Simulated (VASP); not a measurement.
SnS2:

```
Sn S
1.0
     3.63900    0.00000    0.00000
    -1.81950    3.15147    0.00000
     0.00000    0.00000    6.06164
Sn S
1 2
Direct
  0.00000 0.00000 0.00000
  0.33333 0.66667 0.24201
  0.66667 0.33333 0.75799
```

- Program: VASP 6.6.1
- Task: relaxation of the atoms
- Functional: PBE
- Dispersion: D3(BJ)
- Potentials or basis: VASP PAW PBE potentials, release 64 (Sn_d, S)
- Cutoff: 520 eV
- k mesh: 10 × 10 × 6
- Occupations: gaussian, width 0.05 eV
- Spin: no spin polarisation

At the start: pressure 1.4 GPa; volume 23.17 Å³/atom.

Problem. Where does the relaxation end?

Solution. Over 3 steps the energy falls by 2.6 meV/atom; space group P-3m1 (No. 164, to 0.05 Å).

The path:
```csv
step,energy change (eV),largest force (eV/Å),pressure (GPa)
1,0.0000,0.2980,1.39
2,-0.0062,0.1320,0.73
3,-0.0077,0.0059,0.18
```

Final structure:
```xyz
3
Lattice="3.6390 0.0000 0.0000 -1.8195 3.1515 0.0000 0.0000 0.0000 6.0616" Properties=species:S:1:pos:R:3 pbc="T T T"
Sn    0.0000    0.0000    0.0000
S     0.0000    2.1010    1.4935
S     1.8195    1.0505    4.5681
```
